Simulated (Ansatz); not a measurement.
Theory: DFT, RPBE, plane waves (420 eV) with PAW, scalar-relativistic (Ansatz 0.2.0). The PAW files were generated under PBE, with cores re-solved for the functional.

An element in the omega (AlB2-type) structure gives this curve. The cell is scaled uniformly from the relaxed one, with fractional coordinates and shape fixed. Energies are extrapolated to zero smearing, pressures are those at the given smearing. Magnetic state: spin not included.

```
V (Å³/atom)  E − E₀ (meV/atom)  P (GPa)
     34.968               15.1     1.13
     36.557                6.3     0.69
     38.146                1.5     0.32
     39.736                0.0     0.02
     41.325                1.3    -0.23
     42.915                4.8    -0.44
     44.504               10.2    -0.61
```

(1) Which element is it?
A. thallium
B. lead
C. lutetium
D. sodium

Results:

(1) D. Its fit is V₀ = 39.76 Å³/atom, B₀ = 6.9 GPa, B₀′ = 3.7.
